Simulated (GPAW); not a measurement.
The system is Zn.

```
Zn
1.0
     2.67000    0.00000    0.00000
    -1.33500    2.31229    0.00000
     0.00000    0.00000    4.96600
Zn
2
Direct
  0.66667 0.33333 0.75000
  0.33333 0.66667 0.25000
```

| Quantity | Value |
| --- | --- |
| Program | GPAW 26.7.0 |
| Task | relaxation of cell and atoms |
| Functional | rSCAN |
| Potentials or basis | GPAW PAW data sets (gpaw-data 1.2.1) |
| Cutoff | 600 eV |
| Basis | pw |
| k mesh | 8 × 8 × 4 |
| Occupations | fermi-dirac, width 0.05 eV |
| Spin | no spin polarisation |

At the start: pressure -4.8 GPa; volume 15.33 Å³/atom.

Question: Where does the relaxation end?

Answer: Over 12 steps the energy falls by 42.6 meV/atom and the volume is 14.09 Å³/atom (-8.1 %); space group P6_3/mmc (No. 194, to 0.05 Å).

Step by step:
| step | energy change (eV) | largest force (eV/Å) | pressure (GPa) | volume (Å³) |
| --- | --- | --- | --- | --- |
| 1 | 0.0000 | 0.0000 | -4.83 | 30.66 |
| 2 | -0.0086 | 0.0000 | -4.21 | 30.36 |
| 3 | -0.0369 | 0.0000 | 1.24 | 28.28 |
| 4 | -0.0397 | 0.0000 | 0.63 | 28.44 |
| 5 | -0.0485 | 0.0001 | -0.72 | 28.67 |
| 6 | -0.0718 | 0.0000 | -1.10 | 28.51 |
| 7 | -0.0135 | 0.0001 | 2.25 | 27.67 |
| 8 | -0.0814 | 0.0000 | -0.18 | 28.22 |
| 9 | -0.0586 | 0.0001 | -0.30 | 28.33 |
| 10 | -0.0837 | 0.0000 | -0.21 | 28.22 |
| 11 | -0.0819 | 0.0000 | 0.09 | 28.14 |
| 12 | -0.0851 | 0.0000 | -0.06 | 28.17 |

Final structure:
```xyz
2
Lattice="2.6924 0.0000 0.0000 -1.3462 2.3317 0.0000 0.0000 0.0000 4.4874" Properties=species:S:1:pos:R:3 pbc="T T T"
Zn    1.3462    0.7772    3.3656
Zn    0.0000    1.5545    1.1219
```

Caveat: later steps reuse the first step's grids; the PAW data sets were made with another functional, which shifts forces and pressure a little.
